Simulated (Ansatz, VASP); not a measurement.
**SiC: VASP beside Ansatz**

```
CELL_PARAMETERS angstrom
3.01052 0.00000 0.00000
-1.50526 2.60719 0.00000
0.00000 0.00000 5.35240
ATOMIC_POSITIONS crystal
Si 0.33333 0.66667 0.00746
Si 0.66667 0.33333 0.50746
C 0.33333 0.66667 0.37754
C 0.66667 0.33333 0.87754
```

Alike in both runs: functional PBE; k mesh 12 × 12 × 6; occupations gaussian, width 0.05 eV; no spin polarisation.

Ansatz relaxed the structure, and its values are those at the end. VASP's run is a single point on that final structure, the one shown.

|  | VASP | Ansatz |
| --- | --- | --- |
| version | VASP 6.6.1 | Ansatz 0.2.0 |
| potentials or method | VASP PAW PBE potentials, release 64 (Si, C) | scalar-relativistic, plane waves, PAW |
| plane-wave cutoff (eV) | 520 | 520 |
| valence electrons in the cell | 16 | 16 |

```csv
,VASP,Ansatz,Ansatz less VASP
gap on the k mesh at the Fermi level (eV),1.75,1.76,+0.009
least direct gap on the mesh (eV),4.13,4.12,-0.007
pressure (GPa),1.1,1.1,+0.03
```

The functional is the same, so the differences come from potentials, cutoffs and numerics. Ansatz warned: «stress_scf_threshold_loose».

A k mesh can miss the band edges.
